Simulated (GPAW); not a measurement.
CrO2:

```
Cr O
1.0
     0.00000    2.33684    2.33684
     2.33684    0.00000    2.33684
     2.33684    2.33684    0.00000
Cr O
1 2
Direct
  0.00000 0.00000 0.00000
  0.25000 0.25000 0.25000
  0.75000 0.75000 0.75000
```

Measurements of this composition are mostly on another form, of space group No. 136.

Base run:

| Property | Result |
| --- | --- |
| Program | GPAW 26.7.0 |
| Functional | PBEsol |
| Potentials or basis | PAW data sets generated in the run's folder for this functional |
| Cutoff | 800 eV |
| Basis | pw |
| k mesh | 7 × 7 × 7 |
| Occupations | gaussian, width 0.05 eV |
| Spin | collinear spin, ferromagnetic start |
| Starting moments | [3.0, 0.0, 0.0] μB |
| Hubbard terms | Cr d U = 5 eV |

Its results: pressure 13.1 GPa; site moments Cr +2.66; O -0.26 μB.

**Question.** The run is repeated on the same cell with these changes: moments at the start from [3.0, 0.0, 0.0] to [4.0, 0.0, 0.0]; fixed moment from none to 4 μB. What comes out?

**Answer.** Pressure 42.4 GPa; site moments Cr +3.20; O +0.19 μB.

Caveats: a cell with one magnetic atom can't hold antiferromagnetic order, which such compounds often take; a pressure of tens of GPa on the cell as given is suspect, and the run, the potentials or the cell itself is likely at fault (some runs); the total moment is fixed, so each spin has its own Fermi level (some runs).
